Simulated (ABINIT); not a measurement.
Input of an ABINIT 10.8.3 (patched build) run:

Contents of run.abi:

```
# Pseudopotentials
pp_dirpath "./"
pseudos "S.GGA_PBE-JTH.xml, Be.GGA_PBE-JTH.xml"

# Structure
acell 3.4294678888 3.4294678888 3.4294678888 Angstrom
rprim
     0.0000000000     0.7071067812     0.7071067812
     0.7071067812     0.0000000000     0.7071067812
     0.7071067812     0.7071067812     0.0000000000
ntypat 2
znucl 16 4
natom 2
typat 1 2
xcart
     3.6375000000     3.6375000000     3.6375000000
     0.0000000000     0.0000000000     0.0000000000 Angstrom

# Plane-wave basis
ecut 653.073270 eV
pawecutdg 46.0
pawxcdev 0

# k points
kptopt 1
ngkpt 9 9 9
nshiftk 1
shiftk 0.0 0.0 0.0

# Exchange and correlation
ixc -106131

# Bands and occupations
nband 9
occopt 3
tsmear 0.00183747

# SCF cycle
nstep 100
tolvrs 1.0e-9

# Output
iomode 3
prtwf 0
prteig 0
prtebands 0
enunit 2
prtden 1
prtvha 1
prtvclmb 1
prtpot 1
```

Potentials or basis: JTH PAW PBE v2.0.

Run with:

```sh
$ abinit run.abi > log 2>&1
```

**Question.** Estimate the pressure.

**Answer.** 4.6 GPa.

**Question.** Predict the band gap on the k mesh.

**Answer.** 3.47 eV, indirect (least direct gap 5.76 eV).

Caveat: the PAW data sets were made with another functional, which shifts forces and pressure a little; an odd mesh through Γ misses points on the zone boundary, where band edges often lie.
